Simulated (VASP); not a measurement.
# KBr in VASP 6.6.1, single-point calculation

INCAR

```
IBRION = -1
LREAL = .FALSE.
NELMDL = 0
ISIF = 2
NSW = 0
EDIFF = 1E-7
LCHARG = .FALSE.
NELM = 83
PREC = Accurate
LWAVE = .FALSE.
SIGMA = 0.05
GGA = PE
ISMEAR = 2
ENCUT = 520
LASPH = .TRUE.
NBANDS = 15
```

KPOINTS

```
KPOINTS created by Atomic Simulation Environment
0
Gamma
6 6 6
0 0 0
```

POSCAR

```
K  Br
 1.0000000000000000
     0.0000000000000000    3.1601035756000000    3.3377858742000002
     3.1601035756000000    0.0000000000000000    3.3377858742000002
     3.1601035756000000    3.1601035756000000    0.0000000000000000
 K   Br
   1   1
Cartesian
  0.0000000000000000  0.0000000000000000  0.0000000000000000
  3.1601035756000009  3.1601035756000009  3.3377858742000002
```

The recommended PBE PAW datasets give the neutral cell 16 valence electrons.

Command

```
mpirun -np 1 vasp_std
```

Question: Predict the outcome of this run.

Answer: It converged. Results: gap between bands v and c on the k mesh 4.62 eV; least direct gap on the k mesh 4.62 eV; pressure 2.5 GPa. Band v is the last that the valence electrons fill when counted band by band, and c is the next.

OSZICAR

```
N       E                     dE             d eps       ncg     rms          rms(c)
DAV:   1     0.100285532065E+03    0.10029E+03   -0.70442E+03   900   0.949E+02
DAV:   2    -0.613401251904E+00   -0.10090E+03   -0.92916E+02  1159   0.236E+02
DAV:   3    -0.608351821817E+01   -0.54701E+01   -0.54457E+01  1243   0.489E+01
DAV:   4    -0.630732537323E+01   -0.22381E+00   -0.22370E+00  1396   0.831E+00
DAV:   5    -0.630918253936E+01   -0.18572E-02   -0.18571E-02  1250   0.848E-01    0.367E+00
DAV:   6    -0.614886710146E+01    0.16032E+00   -0.20670E-01  1173   0.227E+00    0.268E+00
DAV:   7    -0.613919028361E+01    0.96768E-02   -0.10874E-01  1166   0.182E+00    0.114E+00
DAV:   8    -0.614699250578E+01   -0.78022E-02   -0.11547E-02  1041   0.805E-01    0.121E-01
DAV:   9    -0.614762976863E+01   -0.63726E-03   -0.55724E-04  1215   0.148E-01    0.757E-02
DAV:  10    -0.614796204993E+01   -0.33228E-03   -0.33127E-04   970   0.105E-01    0.125E-02
DAV:  11    -0.614800043793E+01   -0.38388E-04   -0.24991E-05  1162   0.312E-02    0.646E-03
DAV:  12    -0.614800169878E+01   -0.12609E-05   -0.29546E-06   998   0.118E-02    0.177E-03
DAV:  13    -0.614800175516E+01   -0.56374E-07   -0.15400E-07  1243   0.230E-03
   1 F= -.61480018E+01 E0= -.61480018E+01  d E =-.457894E-23
```

Standard output (part)

```
POSCAR found type information on POSCAR K Br
 POSCAR found :  2 types and       2 ions
 LDA part: xc-table for (Slater+PW92), standard interpolation
 POSCAR, INCAR and KPOINTS ok, starting setup
 WAVECAR not read
 WARNING: random wavefunctions but no delay for mixing, default for NELMDL
 entering main loop
```

For comparison, a separate PBE run of the intended cell, on usual settings and not on those above, gives a gap of 4.62 eV on its mesh and a pressure of 2.5 GPa.
